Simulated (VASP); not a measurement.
## KF (Carobbiite): from the relaxed cell to its vibrations

What lattice, stiffness and vibrations does KF (Carobbiite) have at one level of theory? The starting structure is a measured crystal structure from the Crystallography Open Database. All runs use LDA.

Calculated with VASP 6.6.1; Kohn-Sham DFT with plane waves and PAW; LDA.

### Step 1. Set-up

Symmetry: Fm-3m, No. 225, cubic system. The conventional cell has a = 5.347 Å, b = 5.347 Å, c = 5.347 Å, α = 90.00°, β = 90.00°, γ = 90.00°. Nearest to K lie 6 F at 2.67 Å. Nearest to F lie 6 K at 2.67 Å. Farther neighbours and most contacts between anions are not listed.

As a file:

```cif
data_structure
_symmetry_space_group_name_H-M 'Fm-3m'
_symmetry_Int_Tables_number 225
_cell_length_a 5.3470
_cell_length_b 5.3470
_cell_length_c 5.3470
_cell_angle_alpha 90.000
_cell_angle_beta 90.000
_cell_angle_gamma 90.000
_cell_volume 152.87
loop_
_atom_site_label
_atom_site_type_symbol
_atom_site_symmetry_multiplicity
_atom_site_Wyckoff_symbol
_atom_site_fract_x
_atom_site_fract_y
_atom_site_fract_z
_atom_site_occupancy
K1 K 4 a 0.00000 0.00000 0.00000 1
F1 F 4 b 0.50000 0.00000 0.00000 1
```

### Step 2. Relaxation

This run starts from the cell of an earlier relaxation, which isn't shown; the restart sets up the plane waves anew.

The input, INCAR:

```
SYSTEM = KF
PREC = Accurate
ENCUT = 560
EDIFF = 1E-07
NELM = 100
ISMEAR = 0
SIGMA = 0.03
LREAL = .FALSE.
ALGO = Normal
GGA = CA
NBANDS = 14
LORBIT = 11
LWAVE = .FALSE.
LCHARG = .FALSE.
KPAR = 4
IBRION = 2
NSW = 50
ISIF = 3
EDIFFG = -0.002
```

The input, POSCAR:

```
KF
1.0
    0.0000000000      2.5860204345      2.5860204345
    2.5860204345      0.0000000000      2.5860204345
    2.5860204345      2.5860204345      0.0000000000
K F
1 1
Direct
    0.0000000000      0.0000000000      0.0000000000
    0.5000000000      0.5000000000      0.5000000000
```

The input, KPOINTS:

```
Automatic mesh
0
Gamma
8 8 8
0 0 0
```

PAW data sets: K_sv and F (LDA family, release 64).

Launch:

```sh
mpirun -np 4 vasp_std
```

What it wrote:

```text
[banner, memory and clock lines left out]
running    4 mpi-ranks, on    1 nodes
 distrk:  each k-point on    1 cores,    4 groups
 distr:  one band on    1 cores,    1 groups

 POSCAR found type information on POSCAR K F
 POSCAR found :  2 types and       2 ions
 LDA part: xc-table for (Slater(with rela. corr.)+CA(PZ))
 , standard interpolation
 POSCAR, INCAR and KPOINTS ok, starting setup
 FFT: planning ... GRIDC
 FFT: planning ... GRID_SOFT
 FFT: planning ... GRID
 WAVECAR not read
 entering main loop
       N       E                     dE             d eps       ncg     rms          rms(c)
DAV:   1     0.127327605664E+03    0.12733E+03   -0.87130E+03   812   0.120E+03
DAV:   2    -0.451947305568E+01   -0.13185E+03   -0.11509E+03   974   0.312E+02
DAV:   3    -0.101244920485E+02   -0.56050E+01   -0.55715E+01  1046   0.611E+01
DAV:   4    -0.102502309998E+02   -0.12574E+00   -0.12568E+00  1066   0.926E+00
DAV:   5    -0.102537870110E+02   -0.35560E-02   -0.35559E-02  1102   0.115E+00    0.632E+00
DAV:   6    -0.914459322541E+01    0.11092E+01   -0.32779E+00   880   0.168E+01    0.469E+00
DAV:   7    -0.909783125215E+01    0.46762E-01   -0.91334E-02   956   0.246E+00    0.282E+00
DAV:   8    -0.907240015566E+01    0.25431E-01   -0.47486E-02   974   0.225E+00    0.218E-01
DAV:   9    -0.907241960438E+01   -0.19449E-04   -0.41435E-03   986   0.540E-01    0.107E-01
DAV:  10    -0.907250833571E+01   -0.88731E-04   -0.46795E-04  1028   0.231E-01    0.490E-02
DAV:  11    -0.907249833406E+01    0.10002E-04   -0.53966E-05  1092   0.864E-02    0.127E-02
DAV:  12    -0.907250058385E+01   -0.22498E-05   -0.30245E-06   988   0.176E-02    0.170E-03
DAV:  13    -0.907250071170E+01   -0.12785E-06   -0.34653E-07   994   0.558E-03    0.237E-03
DAV:  14    -0.907250067316E+01    0.38542E-07   -0.16014E-07   862   0.394E-03
   1 F= -.90725007E+01 E0= -.90725007E+01  d E =-.907250E+01
 curvature:   0.00 expect dE= 0.000E+00 dE for cont linesearch  0.000E+00
 trial: gam= 0.00000 g(F)=  0.201E-59 g(S)=  0.304E-07 ort = 0.000E+00 (trialstep = 0.100E+01)
 search vector abs. value=  0.305E-07
 reached required accuracy - stopping structural energy minimisation
```

Run time: 4 s. Hardware: 4 MPI ranks of Intel Xeon Platinum 8488C (Sapphire Rapids), shared host; peak memory 0.55 GiB.

Lines that name or quote the potential files are left out of all logs, and their timing lines are given in words.

From OUTCAR (step 2):

```text
ion  position               nearest neighbor table
   1  0.000  0.000  0.000-   2 2.59   2 2.59   2 2.59   2 2.59   2 2.59   2 2.59
   2  0.500  0.500  0.500-   1 2.59   1 2.59   1 2.59   1 2.59   1 2.59   1 2.59

  LATTYP: Found a face centered cubic cell.
 ALAT       =     5.1720408690

 Subroutine GETGRP returns: Found 48 space group operations
 (whereof 48 operations were pure point group operations)

The static configuration has the point symmetry O_h .

 Found     29 irreducible k-points:

   k-points           NKPTS =     29   k-points in BZ     NKDIM =     29   number of bands    NBANDS=     14

   dimension x,y,z NGX =    28 NGY =   28 NGZ =   28
   dimension x,y,z NGXF=    56 NGYF=   56 NGZF=   56

   ENCUT  =  560.0 eV  41.16 Ry    6.42 a.u.   7.06  7.06  7.06*2*pi/ulx,y,z

   NELECT =      16.0000    total number of electrons

 k-points in reciprocal lattice and weights: Automatic mesh
   0.00000000  0.00000000  0.00000000       0.002
   0.12500000  0.00000000  0.00000000       0.016
   0.25000000  0.00000000  0.00000000       0.016
   0.37500000  0.00000000  0.00000000       0.016
   0.50000000  0.00000000  0.00000000       0.008
   0.12500000  0.12500000  0.00000000       0.012
   0.25000000  0.12500000  0.00000000       0.047
   0.37500000  0.12500000  0.00000000       0.047
   0.50000000  0.12500000  0.00000000       0.047
[...]
-0.37500000  0.50000000  0.12500000       0.023
  -0.25000000  0.50000000  0.25000000       0.012

 average (electrostatic) potential at core
       1 -35.0759       2 -77.6964

 E-fermi :  -2.7441

 k-point     1 :       0.0000    0.0000    0.0000
  band No.  band energies     occupation
    ...
      4     -11.7163      2.00000
      5     -11.7163      2.00000
      6      -2.9436      2.00000
      7      -2.9436      2.00000
      8      -2.9436      2.00000
      9       3.3731      0.00000
     10       7.8210      0.00000
     11       7.8210      0.00000
     12       7.8210      0.00000
     13       9.6975      0.00000
    ...

 k-point     2 :       0.1250    0.0000    0.0000
  band No.  band energies     occupation
    ...
      4     -11.7229      2.00000
      5     -11.7229      2.00000
      6      -3.1173      2.00000
      7      -3.0140      2.00000
      8      -3.0140      2.00000
      9       3.8538      0.00000
     10       7.5333      0.00000
     11       8.0612      0.00000
     12       8.0612      0.00000
     13       9.8781      0.00000
    ...

 k-point     3 :       0.2500    0.0000    0.0000
  band No.  band energies     occupation
    ...
      4     -11.7385      2.00000
      5     -11.7385      2.00000
      6      -3.4810      2.00000
      7      -3.1796      2.00000
      8      -3.1796      2.00000
      9       5.0131      0.00000
     10       7.1825      0.00000
     11       8.6667      0.00000
     12       8.6667      0.00000
     13      10.4182      0.00000
    ...

  Total       -0.0006484     -0.0006484     -0.0006484      0.0000000      0.0000000      0.0000000
  in kB       -0.0300331     -0.0300331     -0.0300331      0.0000000      0.0000000      0.0000000
  external PRESSURE =      -0.0300331 kB  Pullay stress =       0.0000000 kB

  energy-cutoff  :      560.00
  volume of cell :       34.59
      direct lattice vectors                 reciprocal lattice vectors
     0.000000000  2.586020434  2.586020434    -0.193347273  0.193347273  0.193347273
     2.586020434  0.000000000  2.586020434     0.193347273 -0.193347273  0.193347273
     2.586020434  2.586020434  0.000000000     0.193347273  0.193347273 -0.193347273

 POSITION                                       TOTAL-FORCE (eV/Angst)
 -----------------------------------------------------------------------------------
      0.00000      0.00000      0.00000         0.000000     -0.000000     -0.000000
      2.58602      2.58602      2.58602        -0.000000      0.000000      0.000000
 -----------------------------------------------------------------------------------
    total drift:                                0.000000      0.000000      0.000000

  FREE ENERGIE OF THE ION-ELECTRON SYSTEM (eV)
  ---------------------------------------------------
  free  energy   TOTEN  =        -9.0725006732 eV

  energy  without entropy=       -9.0725006732  energy(sigma->0) =       -9.07250067

 reached required accuracy - stopping structural energy minimisation

 total charge
# of ion       s       p       d       tot
------------------------------------------
    1        1.959   5.579   0.043   7.581
    2        1.720   4.340   0.000   6.060
--------------------------------------------------
tot          3.679   9.919   0.043  13.641

[... 3 further parts left out ...]
```

CONTCAR:

```
KF
   1.00000000000000
     0.0000000000000000    2.5860204345000000    2.5860204345000000
     2.5860204345000000    0.0000000000000000    2.5860204345000000
     2.5860204345000000    2.5860204345000000    0.0000000000000000
  K               F
     1     1
Direct
     0.0000000000000000    0.0000000000000000    0.0000000000000000
     0.5000000000000000    0.5000000000000000    0.5000000000000000
```

The run keeps the 48 symmetry operations of its start, so it cannot find a distortion of lower symmetry.

The relaxed cell holds 17.294 Å³ an atom, with a = 5.172 Å (-3.3 % against the database cell). Pressures at 0.985 and 1.015 times this volume, from two more relaxations that aren't shown, give a bulk modulus of 44.2 GPa.

### Step 3. Elastic constants

The input, INCAR:

```
SYSTEM = KF
PREC = Accurate
ENCUT = 800
EDIFF = 1E-08
NELM = 100
ISMEAR = 0
SIGMA = 0.03
LREAL = .FALSE.
ALGO = Normal
GGA = CA
NBANDS = 14
LORBIT = 11
LWAVE = .FALSE.
LCHARG = .FALSE.
KPAR = 4
IBRION = 6
NFREE = 2
POTIM = 0.015
ISIF = 3
NSW = 1
```

POSCAR is that of step 2.

KPOINTS is that of step 2.

Launch:

```sh
mpirun -np 4 vasp_std
```

What it wrote:

```text
[... set-up lines as in an earlier step ...]
 entering main loop
       N       E                     dE             d eps       ncg     rms          rms(c)
DAV:   1     0.154485789495E+03    0.15449E+03   -0.10445E+04   812   0.156E+03
DAV:   2    -0.258000826748E+01   -0.15707E+03   -0.13383E+03   972   0.346E+02
DAV:   3    -0.100463923744E+02   -0.74664E+01   -0.74005E+01  1066   0.733E+01
DAV:   4    -0.102551644977E+02   -0.20877E+00   -0.20863E+00  1090   0.113E+01
[...]
DAV:  13    -0.907739016034E+01   -0.12421E-06   -0.33646E-07  1054   0.547E-03    0.231E-03
DAV:  14    -0.907739012849E+01    0.31858E-07   -0.14388E-07   944   0.373E-03    0.179E-04
DAV:  15    -0.907739012851E+01   -0.23192E-10   -0.34462E-09   532   0.544E-04
   1 F= -.90773901E+01 E0= -.90773901E+01  d E =-.719629E-24
[... from here on, the cycles between the ionic steps are left out ...]
   2 F= -.90752908E+01 E0= -.90752908E+01  d E =-.171995E-15
   3 F= -.90746492E+01 E0= -.90746492E+01  d E =-.667771E-19
   4 F= -.90752908E+01 E0= -.90752908E+01  d E =-.172566E-15
   5 F= -.90746492E+01 E0= -.90746492E+01  d E =-.667437E-19
   6 F= -.90752908E+01 E0= -.90752908E+01  d E =-.172618E-15
   7 F= -.90746492E+01 E0= -.90746492E+01  d E =-.667421E-19
   8 F= -.90770551E+01 E0= -.90770551E+01  d E =-.263428E-32
   9 F= -.90770552E+01 E0= -.90770552E+01  d E =-.264063E-32
  10 F= -.90770551E+01 E0= -.90770551E+01  d E =-.264342E-32
  11 F= -.90770552E+01 E0= -.90770552E+01  d E =-.264215E-32
  12 F= -.90770551E+01 E0= -.90770551E+01  d E =-.264175E-32
  13 F= -.90770552E+01 E0= -.90770552E+01  d E =-.264086E-32
  14 F= -.90771497E+01 E0= -.90771497E+01  d E =-.662484E-24
  15 F= -.90771497E+01 E0= -.90771497E+01  d E =-.662272E-24
  16 F= -.90771463E+01 E0= -.90771463E+01  d E =-.662444E-24
  17 F= -.90771463E+01 E0= -.90771463E+01  d E =-.655793E-24
 Finite differences progress:
  Degree of freedom:   8/  8
  Displacement:        2/  2
  Total:              16/ 16
```

The job ended after 3.6 min (4 MPI ranks; peak memory 1.4 GiB).

From OUTCAR (step 3):

```text
  Total        0.0142298      0.0102556      0.0102556     -0.0000000      0.0000000      0.0000000
  in kB        0.6591481      0.4750584      0.4750584     -0.0000000      0.0000000      0.0000000
  external PRESSURE =       0.5364216 kB  Pullay stress =       0.0000000 kB

 POSITION                                       TOTAL-FORCE (eV/Angst)
 -----------------------------------------------------------------------------------
      0.00000      0.00000      0.00000        -0.032342      0.000000      0.000000
      2.57102      2.58602      2.58602         0.032342      0.000000      0.000000
 -----------------------------------------------------------------------------------
    total drift:                                0.000409     -0.000000     -0.000000

  FREE ENERGIE OF THE ION-ELECTRON SYSTEM (eV)
  ---------------------------------------------------
  free  energy   TOTEN  =        -9.0771462674 eV

  energy  without entropy=       -9.0771462674  energy(sigma->0) =       -9.07714627

[... 1 part as in an earlier step ...]

[... 2 further parts left out ...]
[key lines of the parts left out:]
E-fermi :  -2.7449
```

The last energy, forces and stress in OUTCAR belong to the last displaced cell, not to that of POSCAR.

The elastic tensor has C11 = 99.8, C12 = 17.8, C44 = 14.0 GPa; its Hill averages are a bulk modulus of 45.1 and a shear modulus of 21.9 GPa.

### Step 4. Modes of the relaxed cell

The input, INCAR:

```
SYSTEM = KF
PREC = Accurate
ENCUT = 560
EDIFF = 1E-08
NELM = 100
ISMEAR = 0
SIGMA = 0.03
LREAL = .FALSE.
ALGO = Normal
GGA = CA
NBANDS = 14
LORBIT = 11
LWAVE = .FALSE.
LCHARG = .FALSE.
KPAR = 4
IBRION = 8
LEPSILON = .TRUE.
LPEAD = .TRUE.
ISIF = 2
```

POSCAR is that of step 3.

The input, KPOINTS:

```
Automatic mesh
0
Gamma
14 14 14
0 0 0
```

Launch:

```sh
mpirun -np 4 vasp_std
```

What it wrote:

```text
[... set-up lines as in an earlier step ...]
 entering main loop
       N       E                     dE             d eps       ncg     rms          rms(c)
DAV:   1     0.124406213507E+03    0.12441E+03   -0.87355E+03  2920   0.119E+03
DAV:   2    -0.494048395958E+01   -0.12935E+03   -0.11389E+03  3524   0.315E+02
DAV:   3    -0.101020971062E+02   -0.51616E+01   -0.51295E+01  3776   0.594E+01
DAV:   4    -0.102505842722E+02   -0.14849E+00   -0.14844E+00  3874   0.967E+00
[...]
DAV:  13    -0.907247262936E+01   -0.12934E-06   -0.33970E-07  3686   0.551E-03    0.236E-03
DAV:  14    -0.907247259126E+01    0.38102E-07   -0.15456E-07  3386   0.386E-03    0.169E-04
DAV:  15    -0.907247259174E+01   -0.47885E-09   -0.31523E-09  1942   0.523E-04
   1 F= -.90724726E+01 E0= -.90724726E+01  d E =-.202607E-17
 Linear response reoptimize wavefunctions to high precision
DAV:   1    -0.907247259175E+01   -0.11369E-10   -0.24553E-10  2146   0.181E-04
 Linear response to external field (no local field effect), progress :
  Direction:   1
[...]
RMM:  16    -0.295729139984E+00    0.41654E-08   -0.13087E-08 14833   0.113E-05    0.201E-06
 first order change of Fermi-energy   0.53911E-01
 force on displaced ion       1 direction 1 :  -2.132   0.000   0.000
 Born effective charge ion    1 direction 1 :   1.148   0.000   0.000
 Linear response progress:
  Degree of freedom:   2/  2
       N       E                     dE             d eps       ncg     rms          rms(c)
RMM:   1    -0.526736785964E+00   -0.52674E+00    0.56199E-01 13105   0.410E+00
RMM:   2    -0.521844580976E+00    0.48922E-02   -0.64617E-03 10802   0.681E-01    0.786E-02
RMM:   3    -0.523119317797E+00   -0.12747E-02   -0.81139E-04 12166   0.149E-01    0.440E-02
RMM:   4    -0.524732786280E+00   -0.16135E-02   -0.36470E-04 12210   0.104E-01    0.104E-02
[...]
RMM:  11    -0.524745876399E+00   -0.22876E-07    0.25009E-08 16085   0.173E-04    0.116E-05
RMM:  12    -0.524745918850E+00   -0.42451E-07    0.18462E-08 16325   0.841E-05    0.213E-06
RMM:  13    -0.524745927967E+00   -0.91175E-08    0.13564E-08 16106   0.452E-05    0.210E-06
 first order change of Fermi-energy  -0.52984E-01
 force on displaced ion       2 direction 1 :  -2.124   0.000   0.000
 Born effective charge ion    2 direction 1 :  -1.148   0.000   0.000
 Born effective charges drift removed
 Linear response finished
```

It took 3 min on 4 MPI ranks; peak memory 2.4 GiB.

From OUTCAR (step 4):

```text
  Total       -0.0005213     -0.0005213     -0.0005213     -0.0000000      0.0000000     -0.0000000
  in kB       -0.0241473     -0.0241473     -0.0241473     -0.0000000      0.0000000     -0.0000000
  external PRESSURE =      -0.0241473 kB  Pullay stress =       0.0000000 kB

 POSITION                                       TOTAL-FORCE (eV/Angst)
 -----------------------------------------------------------------------------------
      0.00000      0.00000      0.00000         0.000000     -0.000000     -0.000000
      2.58602      2.58602      2.58602         0.000000      0.000000      0.000000
 -----------------------------------------------------------------------------------
    total drift:                                0.000000      0.000000      0.000000

 MACROSCOPIC STATIC DIELECTRIC TENSOR (including local field effects in DFT)
 ------------------------------------------------------
           2.092436    -0.000000    -0.000000
          -0.000000     2.092436     0.000000
          -0.000000    -0.000000     2.092436
 ------------------------------------------------------

 MACROSCOPIC STATIC DIELECTRIC TENSOR IONIC CONTRIBUTION
 ------------------------------------------------------
           3.241905    -0.000000    -0.000000
          -0.000000     3.241905    -0.000000
          -0.000000    -0.000000     3.241905
 ------------------------------------------------------

[... 1 part as in an earlier step ...]

[... 1 further part left out ...]
```

The zone-centre modes at 17.294 Å³ an atom are T1u 212.7 cm⁻¹.

(Continued in part 2 of 2.)

[Lines on the potential files, build, host, timing and source positions are cut from VASP's logs without a mark.]

[Logs are printed without paths, hosts, clocks, repeated set-up lines and the standing remarks that a program may print on its own settings, such as how far it seeks lower states.]

[Hosts, paths, dates, database ids (printed as entryN), source tags and the programs' standing remarks are cut or masked in the printed files.]
